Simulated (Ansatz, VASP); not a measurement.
Ta in VASP and in Ansatz

The input INCAR:

```
ALGO = Fast ; EDIFF = 1E-7
ENCUT = 520 ; GGA = PE
ISIF = 2 ; ISMEAR = 0
LASPH = True ; LCHARG = False
LREAL = False ; LWAVE = False
NBANDS = 12 ; NELM = 100
PREC = Accurate ; SIGMA = 0.1
```

The input KPOINTS:

```
k-points
0
Gamma
  8 8 8
```

The input POSCAR:

```
Ta
1.0
   -1.6549278069      1.6549278069      1.6549278069
    1.6549278069     -1.6549278069      1.6549278069
    1.6549278069      1.6549278069     -1.6549278069
Ta
1
Direct
    0.0000000000      0.0000000000      0.0000000000
```

Input for Ansatz:

```yaml
crystal:
  lattice:
    - [-1.6549278069, 1.6549278069, 1.6549278069]
    - [1.6549278069, -1.6549278069, 1.6549278069]
    - [1.6549278069, 1.6549278069, -1.6549278069]
  atoms:
    - { symbol: Ta, position: [0.0, 0.0, 0.0] }
basis:
  ecutwfc: 420
kpoints:
  mp_grid: { grid: [8, 8, 8] }
hamiltonian:
  xc: pbe
scf:
  occupations: { method: gaussian, width: 0.1 }
output:
  forces: true
  stress: true
  eigenvalues: true
```

Alike in both runs: task single point; functional PBE; k mesh 8 × 8 × 8; occupations gaussian, width 0.1 eV; no spin polarisation.

```csv
,VASP,Ansatz
version,VASP 6.6.1,Ansatz 0.2.0
potentials or method,"VASP PAW PBE potentials, release 64 (Ta_pv)","scalar-relativistic, plane waves, PAW"
plane-wave cutoff (eV),520,420
valence electrons in the cell,11,13
```

|  | VASP | Ansatz | Ansatz less VASP |
| --- | --- | --- | --- |
| gap on the k mesh at the Fermi level (eV) | none | none | - |
| pressure (GPa) | -0.3 | -0.4 | -0.11 |

A gap of «none» marks a metal or a gap that the smearing closes. The two sets of potentials don't hold the same shells in valence.

The runs have no spin-orbit coupling, so splittings on Ta are missing.
